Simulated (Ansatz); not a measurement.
## Deforming BN

```xyz
2
Lattice="0.0000 1.8075 1.8075 1.8075 0.0000 1.8075 1.8075 1.8075 0.0000" Properties=species:S:1:pos:R:3 pbc="T T T"
B     0.0000    0.0000    0.0000
N     2.7113    2.7113    2.7113
```

Atoms are numbered in the order listed.

The cell is COD entry 9008834, as deposited and not checked against the literature; nothing was relaxed.

These are results of DFT, PBE, all-electron LAPW, scalar-relativistic (Ansatz 0.2.0), not measurements.

Sampling and basis: a Γ-centred 13×13×13 k mesh, Fermi–Dirac smearing of 0.03 eV, basis error target 1 meV/atom, no spin polarisation.

The unchanged cell is at 3.03 GPa, so energy changes include a term −P ΔV where the volume moves.

Semilocal functionals give too small gaps.

x, y and z are the Cartesian axes of the cell as listed; fractional coordinates follow a strain, and an engineering shear is twice the off-diagonal strain component.

**Question.** One change gave: energy change +3 meV/atom; stress change (xx, yy, zz, yz, xz, xy) 0.14, 0.14, 0.14, 4.57, 4.57, 4.57 GPa, compression positive; change of the force on N2 (-0.024, -0.024, -0.024) eV/Å; gap on the k mesh 4.54 → 4.50 eV. Which change was it?
A. z strained by -3 % at fixed volume
B. equal xy, yz and zx engineering shear strains of +2 %
C. equal xy, yz and zx engineering shear strains of -2 %
D. equal xy, yz and zx engineering shear strains of +1 %
E. equal xy, yz and zx engineering shear strains of +3 %
F. x and y strained by +2 %, z held
G. atom 2 (N) moved by (0.0300, 0.0000, 0.0000) Å
H. equal xy, yz and zx engineering shear strains of -1 %
I. equal xy, yz and zx engineering shear strains of -3 %

**Answer.** H. For x and y strained by +2 %, z held: energy change +9 meV/atom; stress change (xx, yy, zz, yz, xz, xy) -17.92, -17.92, -6.50, 0.00, 0.00, 0.00 GPa, compression positive; gap on the k mesh 4.54 → 4.16 eV. For z strained by -3 % at fixed volume: energy change +15 meV/atom; stress change (xx, yy, zz, yz, xz, xy) -8.82, -8.82, 17.52, 0.00, 0.00, 0.00 GPa, compression positive; gap on the k mesh 4.54 → 3.77 eV. For atom 2 (N) moved by (0.0300, 0.0000, 0.0000) Å: energy change +5 meV/atom; stress change (xx, yy, zz, yz, xz, xy) 0.18, 0.31, 0.31, 0.70, 0.00, 0.00 GPa, compression positive; change of the force on N2 (-0.723, 0.000, 0.000) eV/Å; gap on the k mesh 4.54 → 4.27 eV. For equal xy, yz and zx engineering shear strains of -3 %: energy change +23 meV/atom; stress change (xx, yy, zz, yz, xz, xy) 1.30, 1.30, 1.30, 14.03, 14.03, 14.03 GPa, compression positive; change of the force on N2 (-0.115, -0.115, -0.115) eV/Å; gap on the k mesh 4.54 → 4.42 eV. For equal xy, yz and zx engineering shear strains of +2 %: energy change +10 meV/atom; stress change (xx, yy, zz, yz, xz, xy) 0.54, 0.54, 0.54, -8.88, -8.88, -8.88 GPa, compression positive; gap on the k mesh 4.54 → 4.48 eV. For equal xy, yz and zx engineering shear strains of -2 %: energy change +10 meV/atom; stress change (xx, yy, zz, yz, xz, xy) 0.57, 0.57, 0.57, 9.25, 9.25, 9.25 GPa, compression positive; change of the force on N2 (-0.062, -0.062, -0.062) eV/Å; gap on the k mesh 4.54 → 4.46 eV. For equal xy, yz and zx engineering shear strains of +1 %: energy change +2 meV/atom; stress change (xx, yy, zz, yz, xz, xy) 0.14, 0.14, 0.14, -4.48, -4.48, -4.48 GPa, compression positive; change of the force on N2 (0.011, 0.011, 0.011) eV/Å; gap on the k mesh 4.54 → 4.52 eV. For equal xy, yz and zx engineering shear strains of +3 %: energy change +22 meV/atom; stress change (xx, yy, zz, yz, xz, xy) 1.21, 1.21, 1.21, -13.20, -13.20, -13.20 GPa, compression positive; gap on the k mesh 4.54 → 4.42 eV.

**Question.** What force constant does this one finite step give for N2 along its displacement (all its periodic images move with it)?

**Answer.** k = −ΔF·u/|u|² = 24.10 eV/Å², so the force pulls the atom back.
